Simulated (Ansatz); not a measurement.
## TiC: energy along a strain

TiC, Fm-3m, a = 4.333 Å. Ansatz: PBE, PAW, 420 eV, Γ-centred 24×24×24 mesh on 2 atoms, Gaussian smearing 0.15 eV; no spin polarisation. Cell vectors (Å): 0.000 2.166 2.166; 2.166 0.000 2.166; 2.166 2.166 0.000. The cell is strained by x per cent times the pattern (1 -1 0 0 0 0) in the order xx yy zz yz xz xy (engineering shears), with fractional coordinates held. y is the free energy over the start, V0 = 10.168 Å³/atom. Symmetry makes y even in x. Points with a strain past 8.5 % were computed too (4) and aren't used here.

| x (%) | y (meV/atom) |
| --- | --- |
| -7.50 | 149.42 |
| 0.00 | 0.00 |
| 1.87 | 8.66 |
| 3.75 | 35.34 |
| 5.62 | ? |

Task: Fit y = c2 x² + c4 x⁴ to the other rows, get the stiffness along the pattern, and predict the missing energy.

Result: Least squares on the rows shown. y = 2.4652 x² + 0.0033977 x⁴. The clamped-ion stiffness p·C·p = 2 × 24.65 eV × 160.2 / 10.168 Å³ = 777 GPa. At x = 5.62 the fit asked for gives 81.25 meV/atom. The run gave 81.25 meV/atom, the same to the digits shown.

Cost: 9 runs of about 2.1 core-minutes in all, on Intel Xeon 6975P-C (Granite Rapids) (shared hosts).